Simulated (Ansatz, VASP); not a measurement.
# NbC4 in VASP and in Ansatz

Contents of INCAR:

```
SYSTEM = NbC4
PREC     = Accurate       ! precision mode
ENCUT    = 600            ! plane-wave cutoff, eV
EDIFF    = 1E-6           ! SCF threshold, eV
ISMEAR   = 0              ! smearing method
SIGMA    = 0.1            ! smearing width, eV
LREAL    = .FALSE.        ! projectors in reciprocal space
LASPH    = .TRUE.         ! aspherical terms in the spheres
NELM     = 80             ! most SCF steps
ALGO     = Normal         ! electronic algorithm
ISIF     = 3              ! what is computed and relaxed
LWAVE    = .FALSE.        ! write WAVECAR
LCHARG   = .FALSE.        ! write CHGCAR
GGA      = PE             ! functional
IBRION   = 2              ! ionic algorithm
NSW      = 90             ! ionic steps
EDIFFG   = -0.04          ! ionic threshold
```

Contents of KPOINTS:

```
regular mesh
0
G
  6 6 6
  0 0 0
```

The input POSCAR:

```
NbC4
1.0
    3.6022330744      0.0000000000      0.0000000000
    0.0000000000      3.6022330744      0.0000000000
    0.0000000000      0.0000000000      3.6022330744
Nb C
1 4
Direct
    0.0000000000      0.0000000000      0.0000000000
    0.3487339855      0.6512660145      0.6512660145
    0.6512660145      0.3487339855      0.6512660145
    0.6512660145      0.6512660145      0.3487339855
    0.3487339855      0.3487339855      0.3487339855
```

Input for Ansatz:

```yaml
crystal:
  lattice:
    - [3.6022330744, 0.0, 0.0]
    - [0.0, 3.6022330744, 0.0]
    - [0.0, 0.0, 3.6022330744]
  atoms:
    - { symbol: Nb, position: [0.0, 0.0, 0.0] }
    - { symbol: C, position: [0.3487339855, 0.6512660145, 0.6512660145] }
    - { symbol: C, position: [0.6512660145, 0.3487339855, 0.6512660145] }
    - { symbol: C, position: [0.6512660145, 0.6512660145, 0.3487339855] }
    - { symbol: C, position: [0.3487339855, 0.3487339855, 0.3487339855] }
basis:
  ecutwfc: 420
kpoints:
  mp_grid: { grid: [6, 6, 6] }
hamiltonian:
  xc: pbe
scf:
  occupations: { method: gaussian, width: 0.1 }
  lower_state_search: "off"
output:
  forces: true
  stress: true
  eigenvalues: true
relax:
  adjacent_minimum: "off"
  f_tol: 0.04
  max_steps: 70
  cell: { stress_tol: 0.4 }
```

Change from the starting cell: species swapped into the SnI4 type (P-43m, No. 215).

Alike in both runs: task relaxation of cell and atoms; functional PBE; k mesh 6 × 6 × 6; occupations gaussian, width 0.1 eV; no spin polarisation.

|  | VASP | Ansatz |
| --- | --- | --- |
| version | VASP 6.6.1 | Ansatz 0.2.0 |
| potentials or method | VASP PAW PBE potentials, release 64 (Nb_sv, C) | scalar-relativistic, plane waves, PAW |
| plane-wave cutoff (eV) | 600 | 420 |
| valence electrons in the cell | 29 | 29 |

|  | VASP | Ansatz | Ansatz less VASP |
| --- | --- | --- | --- |
| gap on the k mesh at the Fermi level, each at its own relaxed structure (eV) | none | none | - |
| relaxed volume (Å³/atom) | 9.36 | 9.39 | +0.030 |
| relaxed cell length with the largest relative difference (Å) | 3.603 | 3.607 | +0.0039 |

A gap of «none» marks a metal or a gap that the smearing closes.
